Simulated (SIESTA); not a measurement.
## Worked example: self-consistent single point of AlSb (R3m, 2 atoms in the cell) in SIESTA

Computed with GGA PBE, numerical atomic orbitals DZP, PseudoDojo PBE standard norm-conserving potentials (rewritten from UPF to PSML) (SIESTA).

The input file:

```
# files in the folder: Al.psml Sb.psml (PseudoDojo PBE standard)
SystemName  AlSb
SystemLabel siesta

NumberOfAtoms                2
NumberOfSpecies              2
%block ChemicalSpeciesLabel
  1 13 Al
  2 51 Sb
%endblock ChemicalSpeciesLabel
LatticeConstant              1.0 Ang
%block LatticeVectors
     0.000000000    3.060790000    3.060790000
     3.060790000    0.000000000    3.060790000
     3.060790000    3.060790000    0.000000000
%endblock LatticeVectors
AtomicCoordinatesFormat      Ang
%block AtomicCoordinatesAndAtomicSpecies
     0.028869371    0.028869371    0.028869371  1
     1.530395000    1.530395000    1.530395000  2
%endblock AtomicCoordinatesAndAtomicSpecies

XC.functional                GGA
XC.authors                   PBE
PAO.BasisSize                DZP
PAO.EnergyShift              0.01 Ry
MeshCutoff                   300 Ry
%block kgrid.MonkhorstPack
    7   0   0  0.0
    0   7   0  0.0
    0   0   7  0.0
%endblock kgrid.MonkhorstPack
OccupationFunction           FD
ElectronicTemperature        116.05 K

MaxSCFIterations             150
SCF.Mixer.Method             Pulay
SCF.Mixer.Weight             0.1
SCF.Mixer.History            8
SCF.DM.Tolerance             1.0E-04
Diag.ParallelOverK           true
WriteForces                  true
Charge.Mulliken              end
```

Log, with long lists cut:

```
reinit: Reading from file input.fdf

reinit: System Name: AlSb
reinit: System Label: siesta

coor:   Atomic-coordinates input format  =     Cartesian coordinates
coor:                                          (in Angstroms)

siesta: Atomic coordinates (Bohr) and species
siesta:      0.05456   0.05456   0.05456  1        1
siesta:      2.89203   2.89203   2.89203  2        2

siesta: System type = bulk

initatomlists: Number of atoms, orbitals, and projectors:      2    31    50

siesta: ******************** Simulation parameters ****************************
redata: Spin configuration                          = none
redata: Time-Reversal Symmetry                      = T
redata: Number of Atomic Species                    =        2
redata: Mesh Cutoff                                 =   300.0000 Ry
redata: Net charge of the system                    =     0.0000 |e|
redata: Min. number of SCF Iter                     =        0
redata: Max. number of SCF Iter                     =      150
redata: SCF convergence failure will abort job
redata: SCF mix quantity                            = Hamiltonian
redata: Mix DM or H after convergence               =   F
redata: Recompute H after scf cycle                 =   F
redata: Mix DM in first SCF step                    =   T
redata: No kicks to SCF
redata: DM Mixing Weight for Kicks                  =     0.5000
redata: Require Harris convergence for SCF          =   F
redata: Harris energy tolerance for SCF             =     0.000100 eV
redata: Require DM convergence for SCF              =   T
redata: DM tolerance for SCF                        =     0.000100
redata: Require EDM convergence for SCF             =   F
redata: EDM tolerance for SCF                       =     0.001000 eV
redata: Require H convergence for SCF               =   T
redata: Hamiltonian tolerance for SCF               =     0.001000 eV
redata: Require (free) Energy convergence for SCF   =   F
redata: (free) Energy tolerance for SCF             =     0.000100 eV
redata: Using DFT-D3 dispersion                     =   F
redata: Using Saved Data (generic)                  =   F
redata: Method of Calculation                       = Diagonalization
redata: Electronic Temperature                      =   116.0500 K
redata: Number of TDED substeps                     =        3
redata: Dynamics option                             = Single-point calculation
redata: Save all siesta data in one NC              =   F
redata: ***********************************************************************

%block SCF.Mixers
  Pulay
%endblock SCF.Mixers

%block SCF.Mixer.Pulay
  # Mixing method
  method pulay
  variant stable

  # Mixing options
  weight 0.1000
  weight.linear 0.1000
  history 8
%endblock SCF.Mixer.Pulay

DM_history_depth set to one: no extrapolation allowed by default for geometry relaxation
Size of DM history Fstack: 1
Total number of electrons:    18.000000
Total ionic charge:    18.000000

* ProcessorY, Blocksize:    1  32

* Orbital distribution balance (max,min):    31    31

 Kpoints in:          196 . Kpoints trimmed:          172

siesta: k-grid: Number of k-points = 172
siesta: k-points from Monkhorst-Pack grid
siesta: k-cutoff (effective) =    15.150 Ang
siesta: k-point supercell and displacements
siesta: k-grid:     7     0     0      0.000
siesta: k-grid:     0     7     0      0.000
siesta: k-grid:     0     0     7      0.000

diag: Algorithm                                     = D&C
diag: Parallel over k                               =   F
diag: Use parallel 2D distribution                  =   F
diag: Parallel block-size                           = 32
diag: Parallel distribution                         =     1 x     1
diag: Used triangular part                          = Lower
diag: Absolute tolerance                            =  0.100E-15
diag: Orthogonalization factor                      =  0.100E-05
diag: Memory factor                                 =  1.0000

superc: Internal auxiliary supercell:     5 x     5 x     5  =     125
superc: Number of atoms, orbitals, and projectors:    250   3875   6250

                        Single-point calculation

superc: Internal auxiliary supercell:     5 x     5 x     5  =     125
superc: Number of atoms, orbitals, and projectors:    250   3875   6250

outcell: Unit cell vectors (Ang):
        0.000000    3.060790    3.060790
        3.060790    0.000000    3.060790
        3.060790    3.060790    0.000000

outcell: Cell vector modules (Ang)   :    4.328611    4.328611    4.328611
outcell: Cell angles (23,13,12) (deg):     60.0000     60.0000     60.0000
outcell: Cell volume (Ang**3)        :     57.3496
new_DM -- step:     1
Initializing Density Matrix...

Attempting to read DM from file... Failed...
DM filled with atomic data:

InitMesh: MESH = 40 x 40 x 40 = 64000
InitMesh: Mesh cutoff (required, used) =   300.000   354.011 Ry

stepf: Fermi-Dirac step function

        iscf     Eharris(eV)        E_KS(eV)     FreeEng(eV)     dDmax    Ef(eV) dHmax(eV)
   scf:    1    -2537.111498    -2536.652082    -2536.652082  1.441573 -3.611753  2.332824
   scf:    2    -2536.686680    -2536.669679    -2536.669679  0.008108 -3.792829  1.981809
   scf:    3    -2536.737232    -2536.711133    -2536.711133  0.038708 -3.824852  0.119850
   scf:    4    -2536.715225    -2536.713531    -2536.713531  0.007116 -3.532622  0.084422
   scf:    5    -2536.711440    -2536.712735    -2536.712735  0.007010 -3.827755  0.259043
   scf:    6    -2536.714154    -2536.713606    -2536.713606  0.004740 -3.956625  0.006468
   scf:    7    -2536.713607    -2536.713607    -2536.713607  0.000267 -3.484741  0.002775
   scf:    8    -2536.713607    -2536.713607    -2536.713607  0.000194 -3.959730  0.001316
   scf:    9    -2536.713607    -2536.713607    -2536.713607  0.000030 -3.960359  0.000232

SCF Convergence by DM+H criterion
max |DM_out - DM_in|         :     0.0000301855
max |H_out - H_in|      (eV) :     0.0002319229
SCF cycle converged after 9 iterations

Using DM_out to compute the final energy and forces

siesta: E_KS(eV) =            -2536.7136

siesta: E_KS - E_eggbox =     -2536.7136

siesta: Atomic forces (eV/Ang):
     1   -0.265751   -0.265751   -0.265751
     2    0.266166    0.266166    0.266166
   Tot    0.000415    0.000415    0.000415
   Max    0.266166
   Res    0.265958    sqrt( Sum f_i^2 / 3N )
   Max    0.266166    constrained

Stress tensor Voigt[x,y,z,yz,xz,xy] (kbar):      -28.25      -28.25      -28.25       -7.79       -7.79       -7.79
(Free)E + p*V (eV/cell)    -2535.7024
Target enthalpy (eV/cell)    -2536.7136

siesta: Program's energy decomposition (eV):
siesta: Ebs     =      -394.495596
siesta: Eions   =      2356.595811
siesta: Ena     =       285.907665
siesta: Ekin    =      1466.717148
siesta: Enl     =     -1287.105764
siesta: Eso     =         0.000000
siesta: Edftu   =         0.000000
siesta: DEna    =         0.345727
siesta: DUscf   =         0.339945
siesta: DUext   =         0.000000
siesta: Ex      =      -607.187409
siesta: Ec      =       -39.135108
siesta: Exc     =      -646.322517
siesta: Eharris =     -2536.713607
siesta: Etot    =     -2536.713607
siesta: FreeEng =     -2536.713607

siesta: Atomic forces (eV/Ang):
siesta:      1   -0.265751   -0.265751   -0.265751
siesta:      2    0.266166    0.266166    0.266166
siesta: ----------------------------------------
siesta:    Tot    0.000415    0.000415    0.000415

siesta: Stress tensor (static) (eV/Ang**3):
siesta:    -0.017632   -0.004862   -0.004862
siesta:    -0.004862   -0.017632   -0.004862
siesta:    -0.004862   -0.004862   -0.017632

siesta: Cell volume =         57.349627 Ang**3

siesta: Pressure (static):
siesta:                Solid            Molecule  Units
siesta:           0.00019203          0.00011619  Ry/Bohr**3
siesta:           0.01763160          0.01066829  eV/Ang**3
siesta:          28.24893501         17.09248207  kBar

mulliken: Atomic and Orbital Populations:

Species: Al
Atom  Qatom  Qorb
               3s      3s      3py     3pz     3px     3py     3pz     3px
               3Pdxy   3Pdyz   3Pdz2   3Pdxz   3Pdx2-y2
   1  3.601   0.902   0.206   0.425   0.425   0.425   0.218   0.218   0.218
              0.134   0.134   0.081   0.134   0.081

Species: Sb
Atom  Qatom  Qorb
               5s      5s      5py     5pz     5px     5py     5pz     5px
               4dxy    4dyz    4dz2    4dxz    4dx2-y2 5dxy    5dyz    5dz2
               5dxz    5dx2-y2
   2 14.399   1.188   0.239   0.469   0.469   0.469   0.454   0.454   0.454
              1.999   1.999   2.004   1.999   2.004   0.044   0.044   0.033

              0.044   0.033

mulliken: Qtot =       18.000

Mulliken Atomic Populations:
Atom #   charge [q] valence [e]  Species
     1    -0.600526    3.600526  Al
     2     0.600526   14.399474  Sb
 Total    -0.000000
```

The run converged in 9 iterations.

The starting cell has typed, rounded lattice constants, without a prior relaxation at this level. Its lattice was rescaled by up to half a per cent. One atom was moved a little off its site on purpose. Values carry the incompleteness of an atom-centred basis.
